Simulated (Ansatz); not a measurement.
Runs of Ansatz 0.2.0 on Mo. It takes space group Im-3m (No. 229, cubic). Conventional cell: a = 3.168 Å, b = 3.168 Å, c = 3.168 Å, α = 90.00°, β = 90.00°, γ = 90.00°. Mo (site symmetry m-3m) is surrounded by 8 Mo at 2.74 Å. 

```tsv
task	level	spin	cell	k mesh	smearing	points for each segment of the path	gap on the mesh (eV)	pressure (GPa)
band structure	PBE	off	as given	12 × 12 × 12	fermi-dirac 0.05 eV	14	none	-1.9
band structure	PBE	SOC, no magnetisation	as given	9 × 9 × 9	fermi-dirac 0.05 eV	14	none	(a)
relaxation of cell and atoms	PBE	off	relaxed	12 × 12 × 12	fermi-dirac 0.05 eV	-	-	0.0
single point	PBE	off	as given	12 × 12 × 12	gaussian 0.011 eV	-	none	-1.9
band structure	LDA	off	as given	12 × 12 × 12	fermi-dirac 0.05 eV	14	none	-14.2
```

Alike in all rows: potentials or basis Ansatz PAW; cutoff (eV) 420.

Q: Fill in the values left out.

A: (a) -2.0.

Caveats: the plane-wave basis is chosen anew once the cell has moved, so the energies of steps on either side of that aren't comparable (some runs); the PAW data sets come from PBE, with cores solved anew for the run's functional, which leaves a small shift of forces and pressure (some runs).

A k mesh can miss the band edges, and rows without SOC leave out spin-orbit coupling on Mo.

A gap of «none» marks a metal or a gap under the smearing width.
